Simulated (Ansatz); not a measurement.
CuO: single point, HSE06-type hybrid with an exact-exchange fraction of 0.5, ferromagnetic start (computed with Ansatz 0.2.0, plane waves, PAW)

Command:

```bash
ansatz run input.yaml --threads 4 --pin off --max-ram 6144MiB --backend cpu --events-out ev --progress --plain --runs-dir out
```

The input:

```yaml
crystal:
  lattice:
    - [2.2939308401, -1.7301203119, 0.0420370061]
    - [2.2939308401, 1.7301203119, 0.0420370061]
    - [-0.7512244787, 0.0, 5.1075602142]
  atoms:
    - { symbol: Cu, position: [-0.00575, 0.49425, 0.00185], spin: 0.65 }
    - { symbol: Cu, position: [0.49425, -0.00575, 0.50185], spin: 0.65 }
    - { symbol: O, position: [0.5544307413, 0.4340692586, 0.25185] }
    - { symbol: O, position: [0.4340692586, 0.5544307413, 0.75185] }
basis:
  ecutwfc: 420
  ecutrho_ratio: 4
kpoints:
  mp_grid: { grid: [6, 6, 4] }
hamiltonian:
  xc: { preset: hse06, exx: { coeff: 0.5, omega: 0.20787 } }
scf:
  occupations: { method: gaussian, width: 0.05 }
  n_extra_bands: 13
output:
  forces: true
  stress: true
  eigenvalues: true
  populations: true
  dos: { projected: true, de: 0.02 }
magnetization:
  spin_polarized: true
checkpoint:
  read: start.run
  write: ck
  compress: false
  write_wavefunctions: false
  write_every: 100000
```

start.run holds the converged state of an earlier run of the same cell (PBE +U (Cu: 4.0 eV), ferromagnetic start, 6×6×4 mesh).

Question: What does this run give?

Answer: gap on the mesh 4.78 eV; pressure -0.2 GPa; largest spin moment of an atom 0.83 μB, counted in the atom's sphere (Löwdin populations divide the density otherwise); diagonal stress 1.2, 0.3, -2.1 GPa.

Output (shortened):

```
Warning: checkpoint.read: hamiltonian.xc differs: saved pbe, current {"exchange":"pbe","correlation":"pbe","exx":{"coeff":0.5,"omega":0.20787}}; the SCF iterates under this deck's functional from the saved state
scf.n_extra_bands = 13 over 25 filled bands (N_el = 50.0): the run solves 38 bands
Engine: ansatz 0.2.0, aarch64-unknown-linux-gnu
Crystal: 4 atoms, lattice volume = 40.651 Å³
Basis set: ecut = 420 eV, 815 PW (Γ), exchange–correlation on 40×40×72 points (8 copies of the dense FFT grid, shifted against one another)
Symmetry: 4 space group operations
Space group: C2/c (ITA 15), of the structure as read, at distance tolerance 3.4e-5 Å
[…]
Magnetization: 2.0000 μB (26.0000 up, 24.0000 down)
Absolute magnetization: 2.1980 μB (∫|ρ↑−ρ↓|, with the PAW one-centre terms)
Spin contamination: 0.0076 ħ² per cell (⟨S²⟩ above its minimum at these occupations)
Per-site moments (μB) at R_I (Å): [(0.8271170986335744, 0.7994975863767166), (0.8271170986335745, 0.7994975863767166), (0.19620472675074555, 0.7994975863767166), (0.19620472675074552, 0.7994975863767166)]
Free energy (F): -14379.821174 eV
Frozen-core exchange: fock
Harris-Foulkes:  -14379.821174 eV  (|F-HF|=1.27e-11)
Internal energy: -14379.821174 eV  (E = F + TS)
E sigma→0 (E₀):  -14379.821174 eV
Fermi energy:    12.205236 eV
--- Forces (eV/Å), atoms counted from 1 ---
  atom   1  Cu     0.00000000    -0.00000000     0.00000000
  atom   2  Cu     0.00000000     0.00000000     0.00000000
  atom   3  O      0.00000000    -0.05546338    -0.00000000
  atom   4  O     -0.00000000     0.05546338     0.00000000
--- Stress (GPa, compression-positive) ---
        1.221110       0.000000       0.918318
        0.000000       0.272295      -0.000000
        0.918319      -0.000000      -2.068518
  P = ⅓ Tr σ = -0.1917 GPa (-1.917 kbar)
--- Löwdin populations: 4 sites ---
  site symbol       q [e]    m [muB]
     0     Cu     17.6700     0.7455
     1     Cu     17.6700     0.7455
     2      O      7.1698     0.2463
     3      O      7.1698     0.2463
  spilling = 0.006408 (of n_electrons = 50.000000)
```

Time: 100 s on 4 threads of Arm Neoverse V1, on a shared host, peak memory 1.9 GiB, from a saved state.

Caveats: not tested for a lower state; only parallel moments were run, and the real order may differ, which changes gaps; state of the open shells carried from another run; stress loosely converged.
